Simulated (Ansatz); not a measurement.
# Zr (Zirconium): the cost of one run

Method: DFT PBE, scalar-relativistic, plane waves, PAW, in Ansatz 0.2.0.

**1. The system as given**

The structure is hexagonal, space group P6_3/mmc (No. 194). The conventional cell has a = 3.233 Å, b = 3.233 Å, c = 5.169 Å, α = 90.00°, β = 90.00°, γ = 120.00°. Zr (site symmetry -6m2) has 12 Zr at 3.19 to 3.23 Å as nearest neighbours.

As a file:

```
CELL_PARAMETERS angstrom
3.23279 0.00000 0.00000
-1.61639 2.79968 0.00000
0.00000 0.00000 5.16912
ATOMIC_POSITIONS crystal
Zr 0.33333 0.66667 0.25000
Zr 0.66667 0.33333 0.75000
```

This cell was relaxed beforehand with the same method: volume 23.39 Å³/atom, gap on the mesh none (metal).

**2. The (100) slab**

Planes are indexed in the bulk's conventional cell (P6_3/mmc (No. 194)), a = 3.233 Å, b = 3.233 Å, c = 5.169 Å, α = 90.00°, β = 90.00°, γ = 120.00°.

Cut from the relaxed bulk: a (100) slab, 3.7 Å thick as cut, with 15 Å of vacuum; its outer planes are Zr (top) and Zr (bottom).

The slab as cut. Layers, bottom to top:

| plane | atoms per cell | height over the lowest (Å) |
| --- | --- | --- |
| 1 | Zr | 0.00 |
| 2 | Zr | 0.93 |
| 3 | Zr | 2.80 |
| 4 | Zr | 3.73 |

**3. Single point on the unrelaxed (100) slab**

The cell repeats along c, and a dipole correction in the vacuum removes the field between the copies.

input.yaml

```yaml
crystal:
  lattice:
    - [3.2327898558, 0.0, 0.0]
    - [0.0, 5.1691199317, 0.0]
    - [0.0, 0.0, 18.732904187]
  atoms:
    - { symbol: Zr, position: [0.0, 0.75, 0.4003650435] }
    - { symbol: Zr, position: [0.5, 0.25, 0.4501825218] }
    - { symbol: Zr, position: [0.5, 0.75, 0.5498174782] }
    - { symbol: Zr, position: [0.0, 0.25, 0.5996349565] }
basis:
  ecutwfc: 420
kpoints:
  mp_grid: { grid: [11, 7, 1] }
hamiltonian:
  xc: pbe
scf:
  occupations: { method: gaussian, width: 0.1 }
output:
  forces: true
  stress: true
  eigenvalues: true
efield:
  axis: 3
  dipole_correction: true
```

Command:

```
ansatz run input.yaml --threads 1 --pin off --max-ram 2560MiB --backend cpu --events-out ev --progress --plain --runs-dir out
```

Q: Estimate wall time and peak memory on 1 thread of Arm Neoverse V2, shared host.

About 14 s, with a peak of 0.49 GiB.
